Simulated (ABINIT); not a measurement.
Crystal: MoP.

```
CELL_PARAMETERS angstrom
3.22300 0.00000 0.00000
-1.61150 2.79120 0.00000
0.00000 0.00000 3.19100
ATOMIC_POSITIONS crystal
Mo 0.00000 0.00000 0.00000
P 0.33333 0.66667 0.50000
```

Base run:

- Program: ABINIT 10.8.3 (patched build)
- Functional: AM05
- Potentials or basis: JTH PAW PBE v2.0
- Cutoff: 544 eV
- k mesh: 10 × 10 × 8
- Occupations: fermi-dirac, width 0.05 eV
- Spin: no spin polarisation

Its results: band gap on the k mesh none (metal or under the smearing width); pressure -4.9 GPa.

Q: After a change of settings the same cell gave: band gap on the k mesh none (metal or under the smearing width); pressure 14.0 GPa. Which change was it?
A. functional from AM05 to PBE; potentials or basis from JTH PAW PBE v2.0 to SG15 NC PBE v1.2; cutoff from 544 eV to 1088 eV
B. functional from AM05 to LDA; potentials or basis from JTH PAW PBE v2.0 to PseudoDojo NC SR LDA v0.4 stringent; cutoff from 544 eV to 1088 eV
C. functional from AM05 to PBEsol; k mesh from 10 × 10 × 8 to 4 × 4 × 3
D. functional from AM05 to BLYP

A: D.

BLYP binds less tightly than AM05, so the same cell stands under more pressure.

Caveats: the PAW data sets were made with another functional, which shifts forces and pressure a little.
